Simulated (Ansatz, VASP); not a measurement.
**SiC in VASP and in Ansatz**

```
Si C
1.0
     3.09413    0.00000    0.00000
    -1.54706    2.67959    0.00000
     0.00000    0.00000   10.12930
Si C
4 4
Direct
  0.66667 0.33333 0.93785
  0.33333 0.66667 0.43785
  0.00000 0.00000 0.68790
  0.00000 0.00000 0.18790
  0.66667 0.33333 0.74981
  0.33333 0.66667 0.24981
  0.00000 0.00000 0.50045
  0.00000 0.00000 0.00045
```

Alike in both runs: functional PBE; k mesh 10 × 10 × 3; no spin polarisation.

Ansatz relaxed the structure, and its values are those at the end. VASP's run is a single point on that final structure, the one shown.

|  | VASP | Ansatz |
| --- | --- | --- |
| version | VASP 6.6.1 | Ansatz 0.2.0 |
| potentials or method | VASP PAW PBE potentials, release 64 (Si, C) | scalar-relativistic, plane waves, PAW |
| plane-wave cutoff (eV) | 520 | 420 |
| occupations | gaussian, width 0.01 eV | fixed |
| valence electrons in the cell | 32 | 32 |

```csv
,VASP,Ansatz,Ansatz less VASP
gap on the k mesh at the Fermi level (eV),2.22,2.22,+0.001
least direct gap on the mesh (eV),3.34,3.34,+0.002
pressure (GPa),0.0,0.0,+0.05
```

Caveats: an odd mesh through Γ misses points on the zone boundary, where band edges often lie. Expect the measured gap to be larger: semilocal functionals such as PBE lack the derivative discontinuity.
